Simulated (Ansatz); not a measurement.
# GaSb (model cell, started as NiAs type): the cell at rest

Wanted: the relaxed cell of GaSb (model cell, started as NiAs type).

Calculated with Ansatz 0.2.0; DFT r2SCAN, scalar-relativistic, plane waves, PAW; PAW set soft_1.

The structure was built from a prototype and need not be the compound's stable phase.

## (1) The structure

Symmetry: P6_3/mmc, No. 194, hexagonal system. The conventional cell has a = 3.937 Å, b = 3.937 Å, c = 6.299 Å, α = 90.00°, β = 90.00°, γ = 120.00°. Nearest to Ga lie 6 Sb at 2.77 Å. Nearest to Sb lie 6 Ga at 2.77 Å. Farther neighbours are not listed.

## (2) A coarse first look

A quick single point on a coarse mesh tells whether the cell has a gap and how far it is from rest, which sets the k mesh and smearing that follow.

input.yaml

```yaml
crystal:
  lattice:
    - [3.93703, 0.0, 0.0]
    - [-1.96851, 3.40957, 0.0]
    - [0.0, 0.0, 6.29925]
  atoms:
    - { symbol: Ga, position: [0.0, 0.0, 0.0] }
    - { symbol: Ga, position: [0.0, 0.0, 0.5] }
    - { symbol: Sb, position: [0.333333, 0.666667, 0.25] }
    - { symbol: Sb, position: [0.666667, 0.333333, 0.75] }
kpoints:
  mp_grid: { grid: [6, 6, 4] }
hamiltonian:
  xc: r2scan
  pseudopotentials: { kind: paw, azcp: { folder: soft_1 } }
scf:
  occupations: { method: gaussian, width: 0.1 }
output:
  forces: true
  stress: true
  eigenvalues: true
```

Started as:

```bash
ansatz run input.yaml --threads 4 --pin off --max-ram 10240MiB --backend cpu --events-out ev --progress --plain --runs-dir out
```

Numbers of over 12 decimals in the logs are rounded to 6 here.

The log of the run:

```text
[...]
k-point 0: bands = [... 24 lower, 11.4314, 12.2841, 12.2841, 12.5074, 12.6062, 14.8127, 15.8264, 15.8264, ... 2 higher]
  k-point 1: bands = [... 24 lower, 11.5790, 11.5790, 12.2072, 12.2072, 13.5339, 14.6215, 15.5866, 15.5866, ... 2 higher]
  k-point 2: bands = [... 24 lower, 11.9253, 11.9253, 11.9253, 11.9253, 14.1121, 14.1121, 15.6302, 15.6302, ... 2 higher]
  k-point 20: bands = [... 24 lower, 6.5887, 6.5887, 12.1897, 12.1897, 12.4612, 12.4612, 14.7597, 14.7597, ... 2 higher]
[key lines of the parts left out:]
SCF converged after 8 iterations
Free energy (F): -20578.251060 eV
Fermi energy:    12.104686 eV
P = ⅓ Tr σ = 10.7870 GPa (107.870 kbar)
```

Elapsed: 2.4 s, on 4 threads of Arm Neoverse V2, shared host; peak memory 0.6 GiB.

This step gave:

- pressure: 10.79 GPa
- volume per atom: 21.14 Å³
- gap on the k-mesh: 0 eV

The coarse mesh shows no gap and a pressure of 10.8 GPa.

## (3) Rough relaxation

The start is far from rest, so a relaxation with loose tolerances brings it close first.

input.yaml, as its differences from that of step 2:

```diff
@@ -21 +21,6 @@
   eigenvalues: true
+relax:
+  adjacent_minimum: "off"
+  f_tol: 0.05
+  max_steps: 80
+  cell: { stress_tol: 0.5 }
```

The log of the run:

```text
[...]
Crystal: 4 atoms, lattice volume = 84.558 Å³
Basis set: ecut = 500 eV, 2177 PW (Γ), exchange–correlation on 120×120×192 points (64 copies of the dense FFT grid, shifted against one another)
Bands: 34, of which v1, the nominal top of the filled ones, is band 28 counted from 1 (27 counted from 0)
Symmetry: 24 space group operations
[...]
F+E_penalty+E_count = -20578.64266772 eV   max|allowed force component| = 2.220e-16 eV/Å   (the final SCF, on the basis selected at the relaxed cell)
  cell:  # Å, volume = 95.4405 Å³
    - [3.979065, -2.9175719040637472e-6, 0.0]
    - [-1.989530, 3.445973, 0.0]
    - [0.0, 0.0, 6.960495]
  atoms:
    - { symbol: Ga, position: [0, 0, 0] }
    - { symbol: Ga, position: [0, 0, 0.5] }
    - { symbol: Sb, position: [0.333333, 0.666667, 0.25] }
    - { symbol: Sb, position: [0.666667, 0.333333, 0.750000] }
[key lines of the parts left out:]
SCF converged after 6 iterations
Free energy (F): -20578.642668 eV
Fermi energy:    9.956051 eV
P = ⅓ Tr σ = 0.0288 GPa (0.288 kbar)
```

Run time: 14 s. Hardware: 4 threads; peak memory 0.66 GiB.

Relaxation path:

```
step  energy less that of the first step (eV)  largest force component (eV/Å)  pressure (GPa)  volume (Å³)
   1                                   0.0000                          0.0000           10.79        84.56
   2                                  -0.3537                          0.0000            1.55        93.94
   3                                  -0.3740                          0.0000            0.27        95.43
   4                                  -0.3800                          0.0000            0.00        95.68
   5                                  -0.3879                          0.0000            0.01        95.44
  6*                                  -0.3916                          0.0000            0.03        95.44
```

Relaxation steps marked * repeat the geometry before them on a plane-wave basis chosen anew for their cell, so energy and pressure can jump there.

Forces are held to the 24 operations that the run works with; a distortion that breaks them can't arise in this run.

```
conventional cell, symmetrised  before  after   change
                         a (Å)   3.937  3.979   +1.1 %
                         b (Å)   3.937  3.979   +1.1 %
                         c (Å)   6.299  6.960  +10.5 %
              volume (Å³/atom)   21.14  23.86  +12.9 %
```

Final coordinates:

```xyz
4
Lattice="3.9791 0.0000 0.0000 -1.9895 3.4460 0.0000 0.0000 0.0000 6.9605" Properties=species:S:1:pos:R:3 pbc="T T T"
Ga    0.0000    0.0000    0.0000
Ga    0.0000    0.0000    3.4802
Sb    0.0000    2.2973    1.7401
Sb    1.9895    1.1487    5.2204
```

This step gave:

```
pressure        : 0.02881 GPa
volume per atom : 23.86 Å³
```

In this step the volume went from 21.14 to 23.86 Å³/atom.

## (4) Bringing the structure to rest

Harmonic phonons are second derivatives at a point where the forces vanish, and they are wanted at zero stress, so atoms and cell are relaxed first.

input.yaml

```yaml
crystal:
  lattice:
    - [3.9790650851, -2.9176e-06, 0.0]
    - [-1.9895300159, 3.4459729058, 0.0]
    - [0.0, 0.0, 6.9604946599]
  atoms:
    - { symbol: Ga, position: [0.0, 0.0, 0.0] }
    - { symbol: Ga, position: [0.0, 0.0, 0.5] }
    - { symbol: Sb, position: [0.3333333333, 0.6666666667, 0.25] }
    - { symbol: Sb, position: [0.6666666667, 0.3333333333, 0.75] }
kpoints:
  mp_grid: { grid: [12, 12, 6] }
hamiltonian:
  xc: r2scan
  pseudopotentials: { kind: paw, azcp: { folder: soft_1 } }
scf:
  occupations: { method: gaussian, width: 0.1 }
output:
  forces: true
  stress: true
  eigenvalues: true
  write_density: true
  write_potential: true
  elf: true
  volumetric_format: npy
relax:
  adjacent_minimum: "off"
  f_tol: 0.005
  max_steps: 80
  cell: { stress_tol: 0.05 }
```

The log of the run:

```text
[...]
Crystal: 4 atoms, lattice volume = 95.441 Å³
Basis set: ecut = 500 eV, 2443 PW (Γ), exchange–correlation on 120×120×216 points (64 copies of the dense FFT grid, shifted against one another)
Bands: 34, of which v1, the nominal top of the filled ones, is band 28 counted from 1 (27 counted from 0)
[... 1 set-up line as in the run before ...]
[...]
k-points: 76 of 864
[...]
SCF iter   9: F=-20578.583370 eV  HF=-20578.583370 eV  |F-HF|=4.53e-9  |Δ(HF+E_count)|=   9.65e-8  Δρ=3.08e-6  dr2=1.09e-8  dr2_τ=4.56e-11  ethr=1.79e-10  ⟨swp⟩=9.6  Hψ=17988  notcnv=0
SCF 1 converged in 9 iterations: F = -20578.583370 eV  dr2 = 1.09e-8
[...]
relax step   1: F+E_penalty+E_count = -20578.58337045 eV  Δ(F+E_penalty+E_count) = +0.000e0 eV  max|allowed force component| = 6.476e-17 eV/Å  Δτ_max = 0.0000 Å  P = +0.006 GPa  Ω = 95.441 Å³  (9 SCF iters, dr2 threshold 1.00e-7 eV, accepted)
Crystal: 4 atoms, lattice volume = 95.408 Å³
[...]
SCF iter   6: F=-20578.583718 eV  HF=-20578.583718 eV  |F-HF|=5.73e-9  |Δ(HF+E_count)|=   1.58e-8  Δρ=4.88e-6  dr2=2.79e-8  dr2_τ=1.57e-10  ethr=1.20e-10  ⟨swp⟩=8.2  Hψ=16185  notcnv=0
SCF 2 converged in 6 iterations: F = -20578.583718 eV  dr2 = 2.79e-8
relax step   2: F+E_penalty+E_count = -20578.58371845 eV  Δ(F+E_penalty+E_count) = -3.480e-4 eV  max|allowed force component| = 2.359e-16 eV/Å  Δτ_max = 0.0000 Å  P = -0.000 GPa  Ω = 95.408 Å³  energy of the carried Pulay correction = +8.916e-6 eV  (6 SCF iters, dr2 threshold 6.69e-8 eV, accepted)
Crystal: 4 atoms, lattice volume = 95.376 Å³
Basis set: ecut = 500 eV, 2419 PW (Γ), exchange–correlation on 120×120×216 points (64 copies of the dense FFT grid, shifted against one another)
[...]
SCF iter   7: F=-20578.583792 eV  HF=-20578.583792 eV  |F-HF|=9.60e-10  |Δ(HF+E_count)|=   1.63e-9  Δρ=1.42e-6  dr2=1.99e-9  dr2_τ=1.47e-11  ethr=1.71e-11  ⟨swp⟩=7.1  Hψ=13479  notcnv=0
SCF 3 converged in 7 iterations: F = -20578.583792 eV  dr2 = 1.99e-9
relax step   3: F+E_penalty+E_count = -20578.58379161 eV  Δ(F+E_penalty+E_count) = -7.316e-5 eV  max|allowed force component| = 2.544e-16 eV/Å  Δτ_max = 0.0000 Å  P = +0.006 GPa  Ω = 95.376 Å³  energy of the carried Pulay correction = +1.706e-5 eV  (7 SCF iters, dr2 threshold 9.57e-9 eV, accepted)
[...]
SCF iter   1: F=—  HF=-20578.583783 eV  |F-HF|=—  |Δ(HF+E_count)|=         —  Δρ=6.53e-6  dr2=8.08e-9  dr2_τ=1.96e-8  ethr=2.69e-7  ⟨swp⟩=3.0  Hψ=17623  notcnv=0
eigensolver tolerance schedule: the retry pair's looser diagonalisation over-reported the residual by 18668.48 of it (diagonalisation noise at an unbounded share of the residual, at the tolerance the schedule requests for it); recorded, not acted on — ethr = c·dr2/N_el stays at c = 1.0e-1
[...]
SCF iter   2: F=—  HF=-20578.583781 eV  |F-HF|=—  |Δ(HF+E_count)|=   1.46e-6  Δρ=3.43e-6  dr2=2.35e-9  dr2_τ=4.95e-10  ethr=1.44e-11  ⟨swp⟩=3.1  Hψ=6795  notcnv=0
[...]
SCF iter   6: F=-20578.583781 eV  HF=-20578.583781 eV  |F-HF|=3.64e-12  |Δ(HF+E_count)|=  7.28e-12  Δρ=5.06e-8  dr2=2.42e-12  dr2_τ=1.28e-13  ethr=1.00e-12  ⟨swp⟩=6.0  Hψ=11836  notcnv=0
SCF 4 converged in 6 iterations: F = -20578.583781 eV  dr2 = 2.42e-12
relax step   4: F+E_penalty+E_count = -20578.58378128 eV  Δ(F+E_penalty+E_count) = +1.033e-5 eV  max|allowed force component| = 2.544e-16 eV/Å  Δτ_max = 0.0000 Å  P = +0.006 GPa  Ω = 95.376 Å³  stress off target by 1.19e-2 GPa  SCF on the basis re-selected at this cell (its energy is not comparable with the rows above)  (6 SCF iters)
basis re-selected at this cell: Δ(F+E_penalty+E_count) = +1.033e-5 eV, ΔP = -0.000 GPa vs the last step (what re-selecting the basis moved, of the pressure what is left beyond the Pulay correction that the steps carried, after the strain that the cell walked since its last selection, with what the two solves' SCF thresholds leave and, on support functions, any second-order correction that the steps lacked; it is no m [...]
SCF converged after 6 iterations
Free energy (F): -20578.583781 eV
[...]
Internal energy: -20578.573470 eV  (E = F + TS)
E sigma→0 (E₀):  -20578.578626 eV
Entropy (-TS):   -0.010311 eV (-2.578 meV/atom)
Fermi energy:    9.973907 eV
[...]
--- Stress (GPa, compression-positive) ---
        0.002348      -0.000000      -0.000000
       -0.000000       0.002348       0.000000
       -0.000000       0.000000       0.011938
  P = ⅓ Tr σ = 0.0055 GPa (0.055 kbar)
--- Band table (eV; the first three rows and the last of 76) ---
  k-point 0: bands = [... 24 lower, 9.8163, 10.2312, 10.2312, 10.9057, 10.9057, 13.4998, 14.0631, 14.0631, ... 2 higher]
  k-point 1: bands = [... 24 lower, 10.2786, 10.2786, 10.8683, 10.8683, 10.9306, 13.3557, 14.0204, 14.0204, ... 2 higher]
  k-point 2: bands = [... 24 lower, 10.4091, 10.4091, 10.7559, 10.7559, 11.8373, 12.9845, 13.9953, 13.9953, ... 2 higher]
  k-point 75: bands = [... 24 lower, 5.5346, 5.5346, 9.7539, 9.7539, 9.7782, 9.7782, 12.1397, 12.1397, ... 2 higher]
--- Relaxed structure (3 steps of the walk, 3 accepted, 1 SCFs on fresh bases) ---
[...]
cell:  # Å, volume = 95.3760 Å³
    - [3.966831, -2.9085914975970553e-6, 0]
    - [-1.983413, 3.435378, -1.5447554348584815e-19]
    - [0, -3.1202398420291674e-19, 6.998759]
  atoms:
    - { symbol: Ga, position: [0, 0, 0] }
    - { symbol: Ga, position: [0, 0, 0.5] }
    - { symbol: Sb, position: [0.333333, 0.666667, 0.25] }
    - { symbol: Sb, position: [0.666667, 0.333333, 0.75] }
```

It took 36 s on 4 threads; peak memory 0.76 GiB.

Step by step:

```
step  energy less that of the first step (eV)  largest force component (eV/Å)  pressure (GPa)  volume (Å³)
   1                                   0.0000                          0.0000            0.01        95.44
   2                                  -0.0003                          0.0000            0.00        95.41
   3                                  -0.0004                          0.0000            0.01        95.38
  4*                                  -0.0004                          0.0000            0.01        95.38
```

Relaxation steps marked * repeat the geometry before them on a plane-wave basis chosen anew for their cell, so energy and pressure can jump there.

The run keeps the 24 symmetry operations that it works with, so distortions that break them were not tested.

```
conventional cell, symmetrised  before  after  change
                         a (Å)   3.979  3.967  -0.3 %
                         b (Å)   3.979  3.967  -0.3 %
                         c (Å)   6.960  6.999  +0.5 %
              volume (Å³/atom)   23.86  23.84  -0.1 %
```

Final coordinates:

```cif
data_structure
_symmetry_space_group_name_H-M 'P 1'
_symmetry_Int_Tables_number 1
_cell_length_a 3.9668
_cell_length_b 3.9668
_cell_length_c 6.9988
_cell_angle_alpha 90.000
_cell_angle_beta 90.000
_cell_angle_gamma 120.000
_cell_volume 95.38
loop_
_atom_site_label
_atom_site_type_symbol
_atom_site_fract_x
_atom_site_fract_y
_atom_site_fract_z
_atom_site_occupancy
Ga1 Ga 0.00000 0.00000 0.00000 1
Ga2 Ga 0.00000 0.00000 0.50000 1
Sb3 Sb 0.33333 0.66667 0.25000 1
Sb4 Sb 0.66667 0.33333 0.75000 1
```

Numbers from this step:

* pressure: 0.005545 GPa
* volume per atom: 23.84 Å³

ELF in the ac plane at fractional y = 1.000, with atoms of Ga within 0.2 Å of it. It is the smooth field of the valence electrons, not physical close to the nuclei.

Ten even steps from '0' (0.03) to '9' (0.51), each cell a mean:
```
00356532355520
12457655676542
44578888888654
44679999999754
33479999998643
12369988998531
22479999998632
44679999999754
44579999998754
23567766677543
01356543466530
20255421355410
00356532355420
23457765677542
44578888888654
44679999999754
33579999998643
12369998998532
22479999998632
44679999998754
44578999998754
33567776777543
00356533466520
30255421355410
```
Columns run along a (4.0 Å), rows up along c (7.0 Å). Atoms in or near the plane, at fractional coordinates: Ga at (0.00, 0.00), Ga at (0.00, 0.50).

Valence density in the ac plane at fractional y = 1.000, with atoms of Ga within 0.2 Å of it. It is the smooth field of the valence electrons, not physical close to the nuclei.

Ten steps, logarithmic in the rise over the least value, from '0' (0 e/Å³) to '9' (41 e/Å³), each cell a mean:
```
87310000000147
54210000000124
11100000000011
00000000000000
00000000000000
00000000000000
00000000000000
00000000000000
11000000000001
33100000000123
76210000000136
98410000000158
87310000000147
43100000000124
11100000000011
00000000000000
00000000000000
00000000000000
00000000000000
00000000000000
11000000000001
32100000000113
86310000000146
98410000000158
```
Columns run along a (4.0 Å), rows up along c (7.0 Å). Atoms in or near the plane, at fractional coordinates: Ga at (0.00, 0.00), Ga at (0.00, 0.50).

Electrostatic potential energy in the ac plane at fractional y = 1.000, with atoms of Ga within 0.2 Å of it. With pseudopotentials it is smooth inside the atoms' cores, unlike the true potential.

Ten even steps from '_' (1 eV) to '@' (41 eV), each cell a mean:
```
@@%%::__..::::::::::..__==%%
++--____::::::::::::..__..==
______..::::::::::::::..____
....::::::::......::::::....
::::::::::..........::::::::
::::::::::..____....::::::::
::::::::::....__....::::::::
..::::::::::......::::::::..
____..::::::::::::::::..____
--..__..::::::::::::..____::
%%**..__..::::::::::..__--##
@@@@--__..::::--::::..__**@@
@@%%::__..::::--::::..__==@@
++::____::::::::::::..____--
______..::::::::::::::..____
....::::::::......::::::....
::::::::::..........::::::::
::::::::::..____....::::::::
::::::::::....__....::::::::
..::::::::::......::::::::..
____..::::::::::::::::..____
::..__..::::::::::::::____..
@@##..__..::::::::::..__--%%
@@@@--__..::::--::::..__++@@
```
Columns run along a (4.0 Å; values clipped at the 3rd and 97th percentile), rows up along c (7.0 Å). Atoms in or near the plane, at fractional coordinates: Ga at (0.00, 0.00), Ga at (0.00, 0.50).

In this step the volume went from 23.86 to 23.84 Å³/atom.

## (5) Relaxing to small forces for the phonons

Phonons need a cell at rest on their own settings, so the relaxation is repeated with tight tolerances on forces and stress, using the mesh and the filling of the phonon run that follows.

input.yaml

```yaml
crystal:
  lattice:
    - [3.9668307466, -2.9086e-06, 0.0]
    - [-1.9834128544, 3.4353776534, 0.0]
    - [0.0, 0.0, 6.9987587034]
  atoms:
    - { symbol: Ga, position: [0.0, 0.0, 0.0] }
    - { symbol: Ga, position: [0.0, 0.0, 0.5] }
    - { symbol: Sb, position: [0.3333333333, 0.6666666667, 0.25] }
    - { symbol: Sb, position: [0.6666666667, 0.3333333333, 0.75] }
kpoints:
  mp_grid: { grid: [12, 12, 6] }
hamiltonian:
  xc: r2scan
  pseudopotentials: { kind: paw, azcp: { folder: soft_1 } }
scf:
  occupations: { method: methfessel_paxton, width: 0.2 }
output:
  forces: true
  stress: true
  eigenvalues: true
relax:
  adjacent_minimum: "off"
  f_tol: 0.001
  max_steps: 60
  cell: { stress_tol: 0.01 }
```

The log of the run:

```text
[...]
Crystal: 4 atoms, lattice volume = 95.376 Å³
Basis set: ecut = 500 eV, 2419 PW (Γ), exchange–correlation on 120×120×216 points (64 copies of the dense FFT grid, shifted against one another)
Bands: 34, of which v1, the nominal top of the filled ones, is band 28 counted from 1 (27 counted from 0)
[... 1 set-up line as in the run before ...]
[...]
k-points: 76 of 864
[...]
--- Relaxed structure (3 steps of the walk, 3 accepted, 1 SCFs on fresh bases) ---
[...]
cell:  # Å, volume = 95.3613 Å³
    - [3.963608, -2.9062242908104424e-6, 0.0]
    - [-1.981801, 3.432586, 0.0]
    - [0.0, 0.0, 7.009070]
  atoms:
    - { symbol: Ga, position: [0, 0, 0] }
    - { symbol: Ga, position: [0, 0, 0.5] }
    - { symbol: Sb, position: [0.333333, 0.666667, 0.25] }
    - { symbol: Sb, position: [0.666667, 0.333333, 0.75] }
[key lines of the parts left out:]
SCF converged after 6 iterations
Free energy (F): -20578.578941 eV
Fermi energy:    9.980544 eV
P = ⅓ Tr σ = 0.0006 GPa (0.006 kbar)
```

The job ended after 32 s (4 threads; peak memory 0.76 GiB).

The steps of the relaxation:

```
step  energy less that of the first step (eV)  largest force component (eV/Å)  pressure (GPa)  volume (Å³)
   1                                   0.0000                          0.0000            0.00        95.38
   2                                   0.0000                          0.0000            0.00        95.37
   3                                   0.0000                          0.0000            0.00        95.36
  4*                                   0.0000                          0.0000            0.00        95.36
```

Relaxation steps marked * repeat the geometry before them on a plane-wave basis chosen anew for their cell, so energy and pressure can jump there.

The run keeps the 24 symmetry operations that it works with, so distortions that break them were not tested.

```
conventional cell, symmetrised  before  after  change
                         a (Å)   3.967  3.964  -0.1 %
                         b (Å)   3.967  3.964  -0.1 %
                         c (Å)   6.999  7.009  +0.1 %
              volume (Å³/atom)   23.84  23.84  -0.0 %
```

Final coordinates:

```cif
data_structure
_symmetry_space_group_name_H-M 'P 1'
_symmetry_Int_Tables_number 1
_cell_length_a 3.9636
_cell_length_b 3.9636
_cell_length_c 7.0091
_cell_angle_alpha 90.000
_cell_angle_beta 90.000
_cell_angle_gamma 120.000
_cell_volume 95.36
loop_
_atom_site_label
_atom_site_type_symbol
_atom_site_fract_x
_atom_site_fract_y
_atom_site_fract_z
_atom_site_occupancy
Ga1 Ga 0.00000 0.00000 0.00000 1
Ga2 Ga 0.00000 0.00000 0.50000 1
Sb3 Sb 0.33333 0.66667 0.25000 1
Sb4 Sb 0.66667 0.33333 0.75000 1
```

Numbers from this step:

| Property | Result |
| --- | --- |
| pressure | 6.02e-4 GPa |

The forces vanish by symmetry and the pressure is 0.001 GPa, within the tolerances set. The cell now holds 23.84 Å³/atom.

## (6) What came out

- space group after relaxation (within 0.01 Å): P6_3/mmc
- lattice constant a: 3.964 Å
- lattice constant b: 3.964 Å
- lattice constant c: 7.009 Å
- volume per atom: 23.8 Å³

**Reading.** The forces vanish by symmetry and the pressure is 0.001 GPa, within the tolerances set. The cell now holds 23.84 Å³/atom. The relaxation keeps the symmetry of its start, so it says nothing on stability against lower symmetry. Spin-orbit coupling is left out, which can matter for the heavy elements here. The starting cell was built on a prototype and not taken from a measurement, so the phase need not exist.

[Logs are printed without paths, hosts, clocks, repeated set-up lines and the standing remarks that a program may print on its own settings, such as how far it seeks lower states.]

[Hosts, paths, dates, database ids (printed as entryN), source tags and the programs' standing remarks are cut or masked in the printed files.]
